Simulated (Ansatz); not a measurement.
Ag:

```
CELL_PARAMETERS angstrom
0.00000 2.04275 2.04275
2.04275 0.00000 2.04275
2.04275 2.04275 0.00000
ATOMIC_POSITIONS crystal
Ag 0.00000 0.00000 0.00000
```

Base run:

* Program: Ansatz 0.2.0
* Functional: PBE
* Potentials or basis: Ansatz PAW
* Cutoff: 420 eV
* Density cutoff: 1680 eV
* k mesh: 11 × 11 × 11
* Occupations: fermi-dirac, width 0.05 eV
* Spin: spin-orbit coupling, no magnetisation

Its results: band gap on the k mesh none (metal or under the smearing width); pressure 4.3 GPa.

**Question.** The run is repeated on the same cell with these changes: functional from PBE to PBEsol. What comes out?

**Answer.** Band gap on the k mesh none (metal or under the smearing width); pressure -3.0 GPa.

PBEsol binds more tightly than PBE, so the same cell stands under less pressure.

Caveats: the PAW data sets come from PBE, with cores solved anew for the run's functional, which leaves a small shift of forces and pressure (some runs).

Not every run made on this cell is shown here.
